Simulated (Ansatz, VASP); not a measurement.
## Two plane-wave programs on SrO

```
Sr O
1.0
     3.60197    0.00000    0.00000
    -1.80098    3.11940    0.00000
     0.00000    0.00000    6.05038
Sr O
2 2
Direct
  0.33333 0.66667 0.25000
  0.66667 0.33333 0.75000
  0.00000 0.00000 0.00000
  0.00000 0.00000 0.50000
```

Alike in both runs: task single point; functional LDA; k mesh 9 × 9 × 4; occupations gaussian, width 0.05 eV; no spin polarisation.

|  | VASP | Ansatz |
| --- | --- | --- |
| version | VASP 6.6.1 | Ansatz 0.2.0 |
| potentials or method | VASP PAW LDA potentials, release 64 (Sr_sv, O) | scalar-relativistic, plane waves, PAW |
| plane-wave cutoff (eV) | 520 | 420 |
| valence electrons in the cell | 32 | 32 |

|  | VASP | Ansatz | Ansatz less VASP |
| --- | --- | --- | --- |
| gap on the k mesh at the Fermi level (eV) | 2.66 | 2.65 | -0.011 |
| least direct gap on the mesh (eV) | 2.66 | 2.65 | -0.011 |
| pressure (GPa) | -4.6 | -5.3 | -0.65 |
| largest component of the traceless stress (GPa) | 4.29 | 4.29 | +0.004 |

Caveats: an odd mesh through Γ misses points on the zone boundary, where band edges often lie. Expect the measured gap to be larger: semilocal functionals such as LDA lack the derivative discontinuity.
